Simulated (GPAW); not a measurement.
BeTe:

```
CELL_PARAMETERS angstrom
0.00000 2.77000 2.77000
2.77000 0.00000 2.77000
2.77000 2.77000 0.00000
ATOMIC_POSITIONS crystal
Te 0.75000 0.75000 0.75000
Be 0.00000 0.00000 0.00000
```

```yaml
Program: GPAW 26.7.0
Task: relaxation of cell and atoms
Functional: PBEsol
Potentials_or_basis: PAW data sets generated in the run's folder for this functional
Cutoff: 800 eV
Basis: pw
k_mesh: 8 × 8 × 8
Occupations: fermi-dirac, width 0.05 eV
Spin: no spin polarisation
```

At the start: pressure 2.1 GPa; volume 21.25 Å³/atom.

How do energy, volume and symmetry change on relaxing?

Over 5 steps the energy falls by 4.6 meV/atom and the volume is 22.00 Å³/atom (+3.5 %); space group F-43m (No. 216, to 0.05 Å).

Step by step:
| step | energy change (eV) | largest force (eV/Å) | pressure (GPa) | volume (Å³) |
| --- | --- | --- | --- | --- |
| 1 | 0.0000 | 0.0000 | 2.12 | 42.51 |
| 2 | -0.0022 | 0.0000 | 1.83 | 42.69 |
| 3 | -0.0055 | 0.0000 | 1.30 | 43.03 |
| 4 | -0.0083 | 0.0000 | 0.63 | 43.48 |
| 5 | -0.0091 | 0.0000 | -0.10 | 44.00 |

Final structure:
```cif
data_structure
_symmetry_space_group_name_H-M 'P 1'
_symmetry_Int_Tables_number 1
_cell_length_a 3.9625
_cell_length_b 3.9625
_cell_length_c 3.9625
_cell_angle_alpha 60.000
_cell_angle_beta 60.000
_cell_angle_gamma 60.000
_cell_volume 44.00
loop_
_atom_site_label
_atom_site_type_symbol
_atom_site_fract_x
_atom_site_fract_y
_atom_site_fract_z
_atom_site_occupancy
Te1 Te 0.75000 0.75000 0.75000 1
Be1 Be 0.00000 0.00000 0.00000 1
```

Caveat: later steps reuse the first step's grids.
